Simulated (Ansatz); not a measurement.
All numbers below come from DFT PBE, scalar-relativistic, plane waves, PAW in Ansatz. All cells share a 420 eV cutoff and Γ-centred k meshes spaced at most about 0.3 Å⁻¹ (about 0.25 or finer for metals, 2π included). No spin polarisation.

These are static total energies at zero pressure.

Two forms of MoH4 were relaxed alike.

1.

```
H Mo
1.0
     2.85646    0.00000    0.00000
    -1.42823    2.47377    0.00000
     0.00000    0.00000    5.18306
H Mo
4 1
Cartesian
  0.0000 1.6492 1.1313
  0.0000 1.6492 4.0518
  1.4282 0.8246 1.1313
  1.4282 0.8246 4.0518
  0.0000 0.0000 0.0000
```

2.

```
H Mo
1.0
     2.78945    0.00000    0.00000
     0.00000    2.78945    0.00000
     0.00000    0.00000    5.93246
H Mo
4 1
Direct
  0.50000 0.00000 0.20998
  0.00000 0.50000 0.79002
  0.50000 0.00000 0.79002
  0.00000 0.50000 0.20998
  0.00000 0.00000 0.00000
```

Question: Which form is favoured at zero pressure, and by what margin per atom?

Answer: Cell 2 is lower, by 100 meV/atom. Cell 1 has space group P6/mmm (No. 191), 7.3 Å³/atom and no gap on its mesh; cell 2 has space group P4/mmm (No. 123), 9.2 Å³/atom and no gap. Counting H atoms around Mo (those within 1.25 times the shortest such distance or 1.15 times the sum of covalent radii), cell 1 has Mo 12 and cell 2 has Mo 8. Even the lower one lies +0.26 eV/atom against the reference forms of the elements (uncorrected), so neither is stable at this level. In cell 1, H is surrounded by 3 H at 1.65 Å and 3 Mo at 2.00 Å; Mo is surrounded by 12 H at 2.00 Å. In cell 2, H is surrounded by 2 Mo at 1.87 Å and 4 H at 1.97 Å; around Mo lie 8 H at 1.87 Å and 4 Mo at 2.79 Å. Both come from invented guesses. Shaken at random and relaxed again, cell 2 came back.

Weakly bound directions are ill-defined at this level, which has no dispersion term (P4/mmm), and this can change margins and order among such cells. With hydrogen, zero-point motion can shift such differences by 10 meV/atom or more. Cells without such a test can be saddle points.
